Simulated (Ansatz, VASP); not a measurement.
One calculation of Tl, two programs

```
CELL_PARAMETERS angstrom
0.00000 2.42097 2.15467
2.42097 0.00000 2.15467
2.42097 2.42097 0.00000
ATOMIC_POSITIONS crystal
Tl 0.00000 0.00000 0.00000
```

Change from the starting cell: engineering shear strain xz +0.0000, normal strain along z -0.1100.

Alike in both runs: task single point; functional PBEsol; k mesh 16 × 16 × 16; occupations gaussian, width 0.15 eV; no spin polarisation.

```csv
,VASP,Ansatz
version,VASP 6.6.1,Ansatz 0.2.0
potentials or method,"VASP PAW PBE potentials, release 64 (Tl_d)","scalar-relativistic, plane waves, PAW"
plane-wave cutoff (eV),520,420
valence electrons in the cell,13,13
```

```csv
,VASP,Ansatz,Ansatz less VASP
gap on the k mesh at the Fermi level (eV),none,none,-
pressure (GPa),5.9,5.9,+0.05
```

A gap of «none» marks a metal or a gap that the smearing closes.

Caveats: the PAW data sets were made with another functional, which shifts forces and pressure a little (VASP). Spin-orbit coupling is left out, which matters for the levels of Tl.
